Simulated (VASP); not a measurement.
# Cd: intraband terms of a metal's spectrum

Cd, P6_3/mmc (no. 194), 2 atoms in the cell. PBE, independent-particle dielectric function; PAW potentials Cd (PBE set).

## Input

INCAR.step1:
```
  PREC = Accurate
  ENCUT = 320
  ISMEAR = 1
  SIGMA = 0.1
  EDIFF = 1E-7
  LASPH = True
  KPAR = 4
  LWAVE = False
  LCHARG = True
  LMAXMIX = 4
```

INCAR.step2:
```
  PREC = Accurate
  ENCUT = 320
  ISMEAR = 0
  SIGMA = 0.3
  EDIFF = 1E-6
  LASPH = True
  KPAR = 4
  LWAVE = True
  LCHARG = False
  LMAXMIX = 4
  ICHARG = 11
  NBANDS = 30
  NEDOS = 3000
  OMEGAMAX = 30
  CSHIFT = 0.1
```

INCAR.step3, as INCAR.step2 but for:
```
- LWAVE = True
+ LWAVE = False
+ LOPTICS = True
+ ALGO = None
+ NELM = 1
+ ISTART = 1
```

INCAR.step4, as INCAR.step3 but for:
```
+ WPLASMAI = 0.03
```

INCAR.step5 to INCAR.step6 change the same tag again: WPLASMAI = 0.1, 0.3.

INCAR.step7, as INCAR.step6 but for:
```
- WPLASMAI = 0.3
+ RTIME = 20
```

INCAR.step8, as INCAR.step7 but for:
```
- RTIME = 20
+ RTIME = 5
```

INCAR.step9, as INCAR.step8 but for:
```
- RTIME = 5
+ LNABLA = True
```

INCAR.step10, as INCAR.step9 but for:
```
- ISMEAR = 0
- LNABLA = True
+ ISMEAR = -5
```

KPOINTS.step1:
```
k-points
0
Gamma
  10 10 5
```

KPOINTS.step2:
```
k-points
0
Gamma
  21 21 10
```

POSCAR:
```
Cd
1.0
    2.9788700000      0.0000000000      0.0000000000
   -1.4894350000      2.5797770946      0.0000000000
    0.0000000000      0.0000000000      5.6176500000
Cd
2
Direct
    0.6666666667      0.3333333333      0.7500000000
    0.3333333333      0.6666666667      0.2500000000
```

Commands (each step's output is kept before the next begins):
```
cat potpaw_PBE.64/Cd/POTCAR > POTCAR
cp INCAR.step1 INCAR
cp KPOINTS.step1 KPOINTS
mpirun -np 4 vasp_std > vasp.out
cp INCAR.step2 INCAR
cp KPOINTS.step2 KPOINTS
mpirun -np 4 vasp_std > vasp.out
cp INCAR.step3 INCAR
mpirun -np 4 vasp_std > vasp.out
cp INCAR.step4 INCAR
mpirun -np 4 vasp_std > vasp.out
cp INCAR.step5 INCAR
mpirun -np 4 vasp_std > vasp.out
cp INCAR.step6 INCAR
mpirun -np 4 vasp_std > vasp.out
cp INCAR.step7 INCAR
mpirun -np 4 vasp_std > vasp.out
cp INCAR.step8 INCAR
mpirun -np 4 vasp_std > vasp.out
cp INCAR.step9 INCAR
mpirun -np 4 vasp_std > vasp.out
cp INCAR.step10 INCAR
mpirun -np 4 vasp_std > vasp.out
```

## Result

- Bands: 30

One ground state, settings moved in the last step alone:

| Settings | Plasma frequency (eV) | Im ε at 0.5 eV | Im ε at 1 eV | Im ε at 2 eV | Im ε at 4 eV | Time (s) |
|---|---|---|---|---|---|---|
| interband part alone | 7.71 | 25.5 | 51.5 | 19.1 | 1.4 | 34 |
| Drude term, WPLASMAI 0.03 | 7.71 | 39.7 | 53.2 | 19.4 | 1.4 | 33 |
| Drude term, WPLASMAI 0.1 | 7.71 | 71.3 | 57.3 | 19.9 | 1.5 | 33 |
| Drude term, WPLASMAI 0.3 | 7.71 | 130.4 | 67.8 | 21.3 | 1.7 | 34 |
| relaxation time RTIME 20 fs | 7.71 | 41.1 | 53.4 | 19.4 | 1.4 | 34 |
| relaxation time RTIME 5 fs | 7.71 | 84.1 | 59.1 | 20.1 | 1.5 | 44 |
| transversal form (LNABLA) | 7.79 | 26.1 | 52.6 | 19.5 | 1.4 | 43 |
| tetrahedron method | – | – | – | – | – | no result |

Limits: Spin-orbit coupling is left out, which can matter with atoms this heavy.

VASP 6.6.1 took 336 s on 4 cores (AMD EPYC 7571), a shared host.
